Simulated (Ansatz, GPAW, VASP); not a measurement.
**One calculation of Ti, 4 ways**

```
CELL_PARAMETERS angstrom
2.95000 0.00000 0.00000
-1.47500 2.55477 0.00000
0.00000 0.00000 4.68000
ATOMIC_POSITIONS crystal
Ti 0.66667 0.33333 0.75000
Ti 0.33333 0.66667 0.25000
```

Alike in all runs: task single point; functional PBE; k mesh 10 × 10 × 6; occupations gaussian, width 0.1 eV; no spin polarisation; no spin-orbit coupling. Pressure is positive in compression and, in plane waves, holds the error of the finite cutoff.

```json
{"program and potentials": "VASP, PBE PAW files Ti_sv_GW, 550 eV", "plane-wave cutoff (eV)": "550", "notes": "-", "pressure (GPa)": "-2.84"}
{"program and potentials": "VASP, PBE PAW files Ti_sv, 520 eV", "plane-wave cutoff (eV)": "520", "notes": "-", "pressure (GPa)": "-1.72"}
{"program and potentials": "Ansatz, all-electron LAPW, scalar-relativistic", "plane-wave cutoff (eV)": "-", "notes": "-", "pressure (GPa)": "-1.47"}
{"program and potentials": "GPAW, GPAW PAW data sets (gpaw-data 1.2.1)", "plane-wave cutoff (eV)": "600", "notes": "-", "pressure (GPa)": "-2.02"}
```

The pressure spans -2.84 (VASP, PBE PAW files Ti_sv_GW, 550 eV) to -1.47 GPa (Ansatz, all-electron LAPW, scalar-relativistic), with all-electron results at -1.47.

Differences between rows come from potentials, basis sets and numerical settings, since the functional is the same but for its coding. Runs on potential files found faulty are left out.

All four runs give a negative pressure, so hexagonal close-packed titanium would contract from this cell at the PBE level. The all-electron value of -1.47 GPa has the same sign, which means the tension is not merely an artefact of pseudised cores or a plane-wave basis. Titanium's bulk modulus is far larger than any of these pressures, so the implied change in volume is small.

Physically, the equilibrium volume balances the inward pull of the partly filled d band, whose occupied states are mainly bonding, against the outward push of the sp electrons and the overlap with the semicore shells. At this volume the d-band attraction prevails slightly. Pressure is a sensitive test of that balance because it follows the slope of the energy with volume, so small differences in the description of the 3d and semicore states, or in basis convergence, probably account for the spread. A single pressure does not show how the contraction would divide between the basal plane and the c axis.
